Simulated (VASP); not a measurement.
The system is Te2Pt (Moncheite).

```
Te Pt
1.0
     4.01000    0.00000    0.00000
    -2.00500    3.47276    0.00000
     0.00000    0.00000    5.20100
Te Pt
2 1
Direct
  0.33333 0.66667 0.25000
  0.66667 0.33333 0.75000
  0.00000 0.00000 0.00000
```

| Item | Value |
| --- | --- |
| Program | VASP 6.6.1 |
| Task | relaxation of cell and atoms |
| Functional | PBEsol |
| Potentials or basis | VASP PAW PBE potentials, release 64 (Te, Pt) |
| Cutoff | 600 eV |
| k mesh | 12 × 12 × 7 |
| Occupations | methfessel-paxton, width 0.1 eV |
| Spin | no spin polarisation |

At the start: pressure 4.0 GPa; volume 24.14 Å³/atom.

**Question.** Where does the relaxation end?

**Answer.** Over 13 steps the energy falls by 18.9 meV/atom and the volume is 24.19 Å³/atom (+0.2 %); space group P-3m1 (No. 164, to 0.05 Å).

Step by step:
```
step  energy change (eV)  largest force (eV/Å)  pressure (GPa)  volume (Å³)
   1              0.0000                0.7915            3.95        72.43
   2              0.0594                0.4603           -6.27        78.85
   3             -0.0395                0.2472           -0.56        74.79
   4             -0.0395                0.2570           -0.47        74.75
   5             -0.0460                0.1848           -0.33        74.27
   6             -0.0526                0.0256            0.07        73.17
   7             -0.0554                0.0354           -0.31        73.04
   8             -0.0559                0.0704           -0.54        72.97
   9             -0.0566                0.0008            0.24        72.27
  10             -0.0568                0.0199            0.06        72.47
  11             -0.0568                0.0223            0.02        72.49
  12             -0.0568                0.0175           -0.02        72.52
  13             -0.0568                0.0090           -0.05        72.56
```

Final structure:
```
Te Pt
1.0
     4.04414    0.00000    0.00000
    -2.02207    3.50232    0.00000
     0.00000    0.00000    5.12288
Te Pt
2 1
Direct
  0.33333 0.66667 0.26310
  0.66667 0.33333 0.73690
  0.00000 0.00000 0.00000
```

Caveat: the PAW data sets were made with another functional, which shifts forces and pressure a little.
